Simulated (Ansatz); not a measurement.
# Os(0001) with 2 layers of random Os-Nb, 2x2: scattering by chemical disorder

Aim: the residual resistivity of a random alloy, from Os(0001) with 2 layers of random Os-Nb, 2x2 and longer regions.

Method: Ansatz plane-wave DFT, PBE, PAW files; ballistic transport by layer matching (Landauer), zero bias; PAW set soft_1, in Ansatz 0.2.0.

Most raw output is cut from this account.

**1. The starting structure**

The cell holds 48 atoms: 47 Os and 1 Nb. Cell: a = 5.468 Å, b = 5.468 Å, c = 25.918 Å, α = 90.0°, β = 90.0°, γ = 120.0°. It derives from Os. Regions: lead, 40 atoms (40 Os); scattering region, 8 atoms (7 Os and 1 Nb). The structure is stacked along c, and the current runs across the ab planes.

**2. With 2 alloy layers**

In 2 layers a share of 0.125 of the sites is given to Nb at random. The layers about the cell's end stay perfect and serve as the lead. Energies from -0.05 to 0.05 eV in steps of 0.05 eV are too few for the program's thermal sum, so it prints no conductance; for a metal the transmission near the Fermi level serves, at a fraction of the cost.

input.yaml

```yaml
crystal:
  lattice:
    - [5.4682, 0.0, 0.0]
    - [-2.7341, 4.735600113, 0.0]
    - [0.0, 0.0, 25.9182]
  atoms:
    - { symbol: Os, position: [0.1666666667, 0.3333333333, 0.0416666667] }
    - { symbol: Os, position: [0.1666666667, 0.8333333333, 0.0416666667] }
    - { symbol: Os, position: [0.6666666667, 0.3333333333, 0.0416666667] }
    - { symbol: Os, position: [0.6666666667, 0.8333333333, 0.0416666667] }
    - { symbol: Os, position: [0.3333333333, 0.1666666667, 0.125] }
    - { symbol: Os, position: [0.3333333333, 0.6666666667, 0.125] }
    - { symbol: Os, position: [0.8333333333, 0.1666666667, 0.125] }
    - { symbol: Os, position: [0.8333333333, 0.6666666667, 0.125] }
[... 36 atom lines left out ...]
    - { symbol: Os, position: [0.3333333333, 0.1666666667, 0.9583333333] }
    - { symbol: Os, position: [0.3333333333, 0.6666666667, 0.9583333333] }
    - { symbol: Os, position: [0.8333333333, 0.1666666667, 0.9583333333] }
    - { symbol: Os, position: [0.8333333333, 0.6666666667, 0.9583333333] }
kpoints:
  mp_grid: { grid: [5, 5, 1] }
hamiltonian:
  xc: pbe
  pseudopotentials: { kind: paw, azcp: { folder: soft_1 } }
scf:
  occupations: { method: fermi_dirac, width: 0.1 }
output:
  transmission:
    leads: [[0, 8]]
    kmesh: [10, 10]
    e_range: [-0.05, 0.05]
    de: 0.05
  write_potential: true
  write_density: true
  volumetric_format: npy
```

Run with:

```bash
> ansatz run input.yaml --threads 4 --pin off --max-ram 15360MiB --backend cpu --events-out ev --progress --plain --runs-dir out
```

Wall time 3.2 min (4 threads of Arm Neoverse V1, shared host); peak memory 5.6 GiB; 12 min of CPU time.

This step gave:

- free energy: -539690.5505 eV
- energy at zero smearing: -539690.0058 eV
- Fermi energy: 25.97 eV
- cell area: 25.90 Å²
- transmission per spin nearest the Fermi level: 3.639
- open channels per spin nearest the Fermi level: 4.55
- step of the lead's potential: 11.3 meV

Per spin. The transmission, zone mean by energy, zero at the Fermi level:

```tsv
energy (eV)	transmission, zone mean
-0.0500	3.78
0.0000	3.64
0.0500	3.71
```

Per spin. Table of open channels, zone mean, lead by energy, zero at the Fermi level:

```tsv
energy (eV)	open channels, zone mean, lead
-0.0500	4.74
0.0000	4.55
0.0500	4.51
```

Transmission over k1 and k2. At 0.0000 eV from the Fermi level.

Ten even steps from '0' (1.64) to '9' (9.76):
```
0233320000
0333333000
0333233300
0332332330
4233393332
0033233233
0003332333
0000333333
0000023332
4000040000
```
Columns: k1 (b1) from -0.5 to 0.4; rows upwards: k2 (b2) from -0.5 to 0.4.

Open channels over k1 and k2. At 0.0000 eV from the Fermi level.

Values, 10 rows by 10 columns:
```
 4.0  5.0  5.0  5.0  5.0  5.0  4.0  3.0  2.0  3.0
 3.0  5.0  5.0  5.0  5.0  5.0  5.0  3.0  2.0  2.0
 3.0  5.0  5.0  5.0  5.0  5.0  5.0  5.0  3.0  3.0
 4.0  5.0  5.0  5.0  7.0  7.0  5.0  5.0  5.0  4.0
 6.0  5.0  5.0  5.0  7.0 11.0  7.0  5.0  5.0  5.0
 4.0  4.0  5.0  5.0  5.0  7.0  7.0  5.0  5.0  5.0
 3.0  3.0  3.0  5.0  5.0  5.0  5.0  5.0  5.0  5.0
 3.0  2.0  2.0  3.0  5.0  5.0  5.0  5.0  5.0  5.0
 4.0  3.0  2.0  3.0  4.0  5.0  5.0  5.0  5.0  5.0
 6.0  4.0  3.0  3.0  4.0  6.0  4.0  3.0  3.0  4.0
```
Columns: k1 (b1) from -0.5 to 0.4; rows upwards: k2 (b2) from -0.5 to 0.4.

Over the solved energies the transmission per spin lies between 3.64 and 3.78, out of 4.6 channels of the lead on average (up to 4.74).

**3. With 6 alloy layers**

In 6 layers a share of 0.125 of the sites is given to Nb at random. A fresh draw is used; the growth of the resistance with length is what counts.

System of this step: Os(0001) with 6 layers of random Os-Nb, 2x2. The cell holds 64 atoms: 61 Os and 3 Nb. Cell: a = 5.468 Å, b = 5.468 Å, c = 34.558 Å, α = 90.0°, β = 90.0°, γ = 120.0°. It derives from Os. Regions: lead, 40 atoms (40 Os); scattering region, 24 atoms (21 Os and 3 Nb). The structure is stacked along c, and the current runs across the ab planes.

input.yaml

```yaml
crystal:
  lattice:
    - [5.4682, 0.0, 0.0]
    - [-2.7341, 4.735600113, 0.0]
    - [0.0, 0.0, 34.5576]
  atoms:
    - { symbol: Os, position: [0.1666666667, 0.3333333333, 0.03125] }
    - { symbol: Os, position: [0.1666666667, 0.8333333333, 0.03125] }
    - { symbol: Os, position: [0.6666666667, 0.3333333333, 0.03125] }
    - { symbol: Os, position: [0.6666666667, 0.8333333333, 0.03125] }
    - { symbol: Os, position: [0.3333333333, 0.1666666667, 0.09375] }
    - { symbol: Os, position: [0.3333333333, 0.6666666667, 0.09375] }
    - { symbol: Os, position: [0.8333333333, 0.1666666667, 0.09375] }
    - { symbol: Os, position: [0.8333333333, 0.6666666667, 0.09375] }
[... 52 atom lines left out ...]
    - { symbol: Os, position: [0.3333333333, 0.1666666667, 0.96875] }
    - { symbol: Os, position: [0.3333333333, 0.6666666667, 0.96875] }
    - { symbol: Os, position: [0.8333333333, 0.1666666667, 0.96875] }
    - { symbol: Os, position: [0.8333333333, 0.6666666667, 0.96875] }
kpoints:
  mp_grid: { grid: [5, 5, 1] }
hamiltonian:
  xc: pbe
  pseudopotentials: { kind: paw, azcp: { folder: soft_1 } }
scf:
  occupations: { method: fermi_dirac, width: 0.1 }
output:
  transmission:
    leads: [[0, 8]]
    kmesh: [10, 10]
    e_range: [-0.05, 0.05]
    de: 0.05
  write_potential: true
  write_density: true
  volumetric_format: npy
```

Run time: 18 min. Hardware: 4 threads; peak memory 10 GiB; 66 min of CPU time.

This step gave:

```
free energy                                   : -708198.4368 eV
energy at zero smearing                       : -708197.7663 eV
Fermi energy                                  : 25.91 eV
transmission per spin nearest the Fermi level : 2.813
step of the lead's potential                  : 12.7 meV
```

Per spin. Table of transmission, zone mean by energy, zero at the Fermi level:

```tsv
energy (eV)	transmission, zone mean
-0.0500	2.80
0.0000	2.81
0.0500	2.80
```

Over the solved energies the transmission per spin lies between 2.80 and 2.81, out of 4.53 channels of the lead on average (up to 4.55).

**4. With 10 alloy layers**

In 10 layers a share of 0.125 of the sites is given to Nb at random. A fresh draw is used; the growth of the resistance with length is what counts.

System of this step: Os(0001) with 10 layers of random Os-Nb, 2x2. The cell holds 80 atoms: 75 Os and 5 Nb. Cell: a = 5.468 Å, b = 5.468 Å, c = 43.197 Å, α = 90.0°, β = 90.0°, γ = 120.0°. It derives from Os. Regions: lead, 40 atoms (40 Os); scattering region, 40 atoms (35 Os and 5 Nb). The structure is stacked along c, and the current runs across the ab planes.

input.yaml

```yaml
crystal:
  lattice:
    - [5.4682, 0.0, 0.0]
    - [-2.7341, 4.735600113, 0.0]
    - [0.0, 0.0, 43.197]
  atoms:
    - { symbol: Os, position: [0.1666666667, 0.3333333333, 0.025] }
    - { symbol: Os, position: [0.1666666667, 0.8333333333, 0.025] }
    - { symbol: Os, position: [0.6666666667, 0.3333333333, 0.025] }
    - { symbol: Os, position: [0.6666666667, 0.8333333333, 0.025] }
    - { symbol: Os, position: [0.3333333333, 0.1666666667, 0.075] }
    - { symbol: Os, position: [0.3333333333, 0.6666666667, 0.075] }
    - { symbol: Os, position: [0.8333333333, 0.1666666667, 0.075] }
    - { symbol: Os, position: [0.8333333333, 0.6666666667, 0.075] }
[... 68 atom lines left out ...]
    - { symbol: Os, position: [0.3333333333, 0.1666666667, 0.975] }
    - { symbol: Os, position: [0.3333333333, 0.6666666667, 0.975] }
    - { symbol: Os, position: [0.8333333333, 0.1666666667, 0.975] }
    - { symbol: Os, position: [0.8333333333, 0.6666666667, 0.975] }
kpoints:
  mp_grid: { grid: [5, 5, 1] }
hamiltonian:
  xc: pbe
  pseudopotentials: { kind: paw, azcp: { folder: soft_1 } }
scf:
  occupations: { method: fermi_dirac, width: 0.1 }
output:
  transmission:
    leads: [[0, 8]]
    kmesh: [10, 10]
    e_range: [-0.05, 0.05]
    de: 0.05
  write_potential: true
  write_density: true
  volumetric_format: npy
```

Run time: 28 min. Hardware: 4 threads; peak memory 8.6 GiB; 1.8 h of CPU time.

Numbers from this step:

| Quantity | Value |
| --- | --- |
| free energy | -876705.0135 eV |
| energy at zero smearing | -876704.1089 eV |
| Fermi energy | 25.86 eV |
| transmission per spin nearest the Fermi level | 2.111 |
| open channels per spin nearest the Fermi level | 4.51 |
| step of the lead's potential | 3.2 meV |

Per spin. The transmission, zone mean by energy, zero at the Fermi level:

```tsv
energy (eV)	transmission, zone mean
-0.0500	2.14
0.0000	2.11
0.0500	2.16
```

Over the solved energies the transmission per spin lies between 2.11 and 2.16, out of 4.52 channels of the lead on average (up to 4.55).

**5. The fit**

This step: Ansatz plane-wave DFT, PBE, PAW files; ballistic transport by layer matching (Landauer), zero bias; residual resistivity from the slope of the area resistance, atoms on the host's lattice; PAW set soft_1 (Ansatz 0.2.0).

This step gave:

```yaml
resistivity: 37.56 µΩ cm
intercept: -0.002216 fΩ m²
scatter_about_the_fit: 0.02075 fΩ m²
```

Resistance, by row:

```tsv
run	length (Å)	T	channels N	RA (fΩ m²)
n2	4.32	3.708	4.6	0.1747
n6	12.96	2.803	4.533	0.4552
n10	21.6	2.138	4.52	0.8237
```

Area resistance against length of the alloy:

```tsv
length of the alloy (Å)	area resistance (fΩ m²)
4.32	0.175
12.96	0.455
21.60	0.824
```

The area resistance goes from 0.17 to 0.82 fΩ m² between 4.3 and 21.6 Å, a slope of 38 µΩ cm.

By hand from the end points: (0.8237 − 0.1747) fΩ m² / (21.60 − 4.32) Å = 38 µΩ cm, since 1 fΩ m² per Å is 1000 µΩ cm.

**6. Summary of results**

```json
{
  "resistivity from the slope": "37.6 µΩ cm",
  "area resistance over 4.32 Å": "0.175 fΩ m²",
  "area resistance over 13.0 Å": "0.455 fΩ m²",
  "area resistance over 21.6 Å": "0.824 fΩ m²"
}
```

In words: The slope gives 38 µΩ cm. The points scatter by 0.021 fΩ m² about the line, with one random draw a length in a 2x2 cell, so the slope is a rough value. The lead's own channel count moves between the runs (4.6, 4.53 and 4.52), which shifts RA and the slope too. Read with a model of isotropic scattering on a spherical Fermi surface and the lead's 1.4×10¹⁵ S/m², this slope means a mean free path near 15 Å; over these lengths the model's slope is 1.03 times its bulk resistivity, which would be 36 µΩ cm. The draw over the shortest length came out nearly ordered, with 12 symmetry operations, so that point is a poor sample of a random alloy. The atoms sit on the host's lattice, so scattering by size misfit is left out. Spin-orbit coupling is left out, which matters for Os.

[Logs are printed without paths, hosts, clocks, repeated set-up lines and the standing remarks that a program may print on its own settings, such as how far it seeks lower states.]

[Hosts, paths, dates, database ids (printed as entryN), source tags and the programs' standing remarks are cut or masked in the printed files.]
